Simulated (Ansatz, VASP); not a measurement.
**Two plane-wave programs on BeTe**

POSCAR

```
BeTe
1.0
    0.0000000000      2.7999010505      2.7999010505
    2.7999010505      0.0000000000      2.7999010505
    2.7999010505      2.7999010505      0.0000000000
Be Te
1 1
Direct
    0.0000000000      0.0000000000      0.0000000000
    0.2500000000      0.2500000000      0.2500000000
```

The input INCAR.step1:

```
SYSTEM = BeTe
PREC = Accurate
ENCUT = 520
ISMEAR = 0
SIGMA = 0.02
LREAL = .FALSE.
LASPH = .TRUE.
NELM = 60
NBANDS = 11
GGA = PE
ALGO = Normal
EDIFF = 1E-4
LWAVE = .TRUE.
LCHARG = .FALSE.
```

Contents of INCAR.step2:

```
SYSTEM = BeTe
PREC = Accurate
ENCUT = 520
EDIFF = 1E-6
ISMEAR = 0
SIGMA = 0.02
LREAL = .FALSE.
LASPH = .TRUE.
NELM = 60
ALGO = Normal
ISIF = 2
LWAVE = .FALSE.
LCHARG = .FALSE.
METAGGA = R2SCAN
LMIXTAU = .TRUE.
NBANDS = 11
ISTART = 1
```

KPOINTS

```
Automatic mesh
0
G
  8 8 8
  0 0 0
```

Input for Ansatz:

```yaml
crystal:
  lattice:
    - [0.0, 2.7999010505, 2.7999010505]
    - [2.7999010505, 0.0, 2.7999010505]
    - [2.7999010505, 2.7999010505, 0.0]
  atoms:
    - { symbol: Be, position: [0.0, 0.0, 0.0] }
    - { symbol: Te, position: [0.25, 0.25, 0.25] }
basis:
  ecutwfc: 500
kpoints:
  mp_grid: { grid: [8, 8, 8] }
hamiltonian:
  xc: r2scan
scf:
  occupations: { method: gaussian, width: 0.02 }
output:
  forces: true
  stress: true
  eigenvalues: true
```

Alike in both runs: task single point; functional r2SCAN; k mesh 8 × 8 × 8; occupations gaussian, width 0.02 eV; no spin polarisation.

|  | VASP | Ansatz |
| --- | --- | --- |
| version | VASP 6.6.1 | Ansatz 0.2.0 |
| potentials or method | VASP PAW PBE potentials, release 64 (Be, Te) | scalar-relativistic, plane waves, PAW |
| plane-wave cutoff (eV) | 520 | 500 |
| valence electrons in the cell | 8 | 18 |

```csv
,VASP,Ansatz,Ansatz less VASP
gap on the k mesh at the Fermi level (eV),2.29,2.30,+0.008
least direct gap on the mesh (eV),4.00,4.01,+0.012
pressure (GPa),2.1,1.9,-0.20
```

The two sets of potentials don't hold the same shells in valence.

Caveats: the PAW data sets were made with another functional, which shifts forces and pressure a little (VASP); spin-orbit coupling is left out, which moves the levels of the heavy elements. r2SCAN opens gaps a little over a GGA but as a rule still falls short of measured ones. A k mesh can miss the band edges.
